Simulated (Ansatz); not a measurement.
One crystal and one scan (scan of one atom of the cell) at two levels, PBE (plane waves to 420 eV, PAW, scalar-relativistic; Ansatz, a first-principles code) and r2SCAN (plane waves to 500 eV, PAW, scalar-relativistic; Ansatz), each from its own relaxed cell and on its own mesh. The cell shown is that of PBE.

CsBr (CsCl type)

```
CELL_PARAMETERS angstrom
      8.77795     0.00000     0.00000
      0.00000     4.38897     0.00000
      0.00000     0.00000     4.38897
ATOMIC_POSITIONS crystal
  Cs 0.00000 0.00000 0.00000
  Cs 0.50000 0.00000 0.00000
  Br 0.25000 0.50000 0.50000
  Br 0.75000 0.50000 0.50000
```

In this cell atom 4 (Br, nearest neighbour Cs at 3.801 Å; its periodic images, 4.4 Å or more away, move with it) is moved by s along Cartesian [110], unit vector (0.707, 0.707, 0.000); all other atoms and the cell stay fixed.

The energy includes the smearing's −TS. CsBr was relaxed with its symmetry unable to fall. Percentages come from the unrounded values.

Results of PBE:

* **Lattice constant a (Å)**: 4.389
* **Force constant k = d²E/ds² at s = 0 (finite differences) (eV/Å²)**: 0.96
* **Shape of the curve**: a single well with its minimum at or next to zero displacement

Task: Estimate the r2SCAN values.

Result: 
```csv
quantity,r2SCAN,PBE − r2SCAN
Lattice constant a (Å),4.323,+0.066 (+1.5 %)
Force constant k = d²E/ds² at s = 0 (finite differences) (eV/Å²),1.31,-0.35 (-26 %)
```

PBE gives the higher value for: lattice constant a. PBE gives the lower value for: force constant k = d²E/ds² at s = 0. Both give the same shape of the curve: a single well with its minimum at or next to zero displacement.

(For displaced atoms, the force is minus the slope of the energy, and its curvature is a force constant, which sets phonon frequencies.)
